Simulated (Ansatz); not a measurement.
ZnO: pressure and largest V_zz against volume scale

Results calculated with Ansatz 0.2.0, not measured. Periodic Kohn-Sham DFT of a crystal at fixed atoms, scaled to volume_scale times the given cell; pressure positive in compression, energy less spherical unpolarised free atoms, largest_vzz the field gradient of largest size among the nuclei.

The cell before it is scaled or strained (space group P6_3mc, No. 186):
```
ZnO
1.0
      3.2494     0.0000     0.0000
     -1.6247     2.8141     0.0000
      0.0000     0.0000     5.2038
Zn O
2 2
Direct
  0.33333 0.66667 0.00000
  0.66667 0.33333 0.50000
  0.33333 0.66667 0.38210
  0.66667 0.33333 0.88210
```

Settings of every row: method frozen-core PAW; functional PBE; relativity scalar; k mesh 11x11x6; filling fermi-dirac; smearing width 0.02 eV; wave cutoff 420 eV; paw set soft_2.

Atom start moment: 0 on all atoms.

```csv
row,volume scale,V (Å³/atom),pressure (GPa),largest V_zz (1e21 V/m^2)
1,0.94,11.182,15.566,0.811
2,0.96,11.42,11.643,0.787
3,0.98,11.658,8.115,0.768
4,0.99,11.777,6.487,0.756
5,1,11.896,4.944,0.75
6,1.01,12.015,?,?
7,1.02,12.134,2.09,0.729
8,1.04,12.372,-0.48,0.709
9,1.06,12.61,-2.798,0.693
```

Question: what pressure and largest V_zz should row 6 give?

Worked fit of pressure. Take u = (V_r/V)^(2/3) − 1 with V_r = 11.837 Å³ an atom, which is twice the finite (Eulerian) strain; such expansions in the strain, on which the Birch-Murnaghan equation of state is built, carry the rest volume and the bulk modulus. The shown rows have u = 0.03868, 0.0242, 0.01021, 0.00339, -0.00331, -0.01639, -0.02904, -0.0413. Least squares give pressure = 5.6996 + 230.233 × u + 618.45 × u² + 622 × u³ GPa; a parabola predicts inner rows, each left out in turn, worse (root mean square 0.0097 against 0.00074 GPa). The rows lie off it by 0.000, 0.001, 0.000, 0.000, 0.000, 0.001, 0.000, 0.000. The pressure vanishes at u = -0.0266, or V = 12.33 Å³ an atom, and there the bulk modulus at fixed shape and fractions is B = −V dP/dV = (2/3)(1 + u) dP/du = 129 GPa. Letting shape and atoms relax would as a rule lower it, by much in layered, chain or molecular crystals. The withheld row has u = -0.0099, so the fit gives 5.6996 + 230.233 × (-0.0099) + 618.45 × (-0.0099)² + 622 × (-0.0099)³ = 3.480 GPa.

The calculation gave 3.48 GPa. The fit meets it to the printed digit.

Worked fit of largest V_zz. Take t = volume scale − 1. The shown rows have t = -0.06, -0.04, -0.02, -0.01, 0, 0.02, 0.04, 0.06. Their means are -0.00125 and 0.7504 1e21 V/m^2; the sums about the means are S_tt = 0.01129 and S_ty = -0.01104, whose ratio is the slope. Least squares give largest V_zz = 0.7492 − 0.978 × t 1e21 V/m^2. The rows lie off it by 0.003, -0.001, -0.001, -0.003, 0.001, -0.001, -0.001, 0.002. The withheld row has t = 0.01, so the fit gives 0.7492 − 0.978 × (0.01) = 0.739 1e21 V/m^2.

The calculation gave 0.74 1e21 V/m^2. The fit lies 0.001 1e21 V/m^2 (0.85 % of the column's range) below it, one unit of the last digit.
